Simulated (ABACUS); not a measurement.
Ti:

```
Ti
1.0
    -1.64100    1.64100    1.64100
     1.64100   -1.64100    1.64100
     1.64100    1.64100   -1.64100
Ti
1
Direct
  0.00000 0.00000 0.00000
```

This isn't the form of Ti at room conditions, which is hcp.

| Quantity | Value |
| --- | --- |
| Program | ABACUS 3.10.1 |
| Task | relaxation of cell and atoms |
| Functional | AM05 |
| Potentials or basis | SSSP 1.3 efficiency PBE |
| Cutoff | 748 eV |
| Density cutoff | 5987 eV |
| Basis | plane waves |
| k mesh | 9 × 9 × 9 |
| Occupations | fermi-dirac, width 0.05 eV |
| Spin | no spin polarisation |

At the start: pressure -6.2 GPa; volume 17.68 Å³/atom.

**Question.** Where does the relaxation end?

**Answer.** Over 3 steps the energy falls by 21.4 meV/atom and the volume is 16.63 Å³/atom (-5.9 %); space group Im-3m (No. 229, to 0.05 Å).

Step by step:
```csv
step,energy change (eV),largest force (eV/Å),pressure (GPa),volume (Å³)
1,0.0000,0.0000,-6.21,17.68
2,-0.0103,0.0000,5.17,15.92
3,-0.0214,0.0000,-0.03,16.63
```

Final structure:
```
Ti
1.0
    -1.60786    1.60786    1.60786
     1.60786   -1.60786    1.60786
     1.60786    1.60786   -1.60786
Ti
1
Direct
  0.00000 0.00000 0.00000
```

Caveat: the potentials were made for another functional, which shifts forces and pressure.
